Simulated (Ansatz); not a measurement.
Input and command of a plane-wave DFT calculation in Ansatz:

```yaml
crystal:
  lattice:
    - [3.081348, 0.0, 0.0]
    - [0.0, 3.081348, 0.0]
    - [0.0, 0.0, 2.9916]
  atoms:
    - { symbol: Al, position: [0.0, 0.0, 0.0] }
    - { symbol: Ru, position: [0.5, 0.5, 0.5] }
basis:
  ecutwfc: 420
kpoints:
  mp_grid: { grid: [16, 16, 16] }
hamiltonian:
  xc: pbe
scf:
  occupations: { method: gaussian, width: 0.15 }
output:
  forces: true
  stress: true
  eigenvalues: true
```

```bash
ansatz run input.yaml --threads 1 --pin off --max-ram 2560MiB --backend cpu --events-out ev --progress --plain --runs-dir out
```

Processor: Intel(R) Xeon(R) 6975P-C (Granite Rapids), 1 thread, on a host shared with other jobs.

Problem. Estimate time, memory and problem size.

Solution. About 3.6 s on 1 thread of Intel(R) Xeon(R) 6975P-C (Granite Rapids), with other jobs on the host, peak memory 0.44 GiB. It solves 14 bands at 405 k points (the mesh reduced by symmetry) with about 545 plane waves, in 6 SCF iterations.
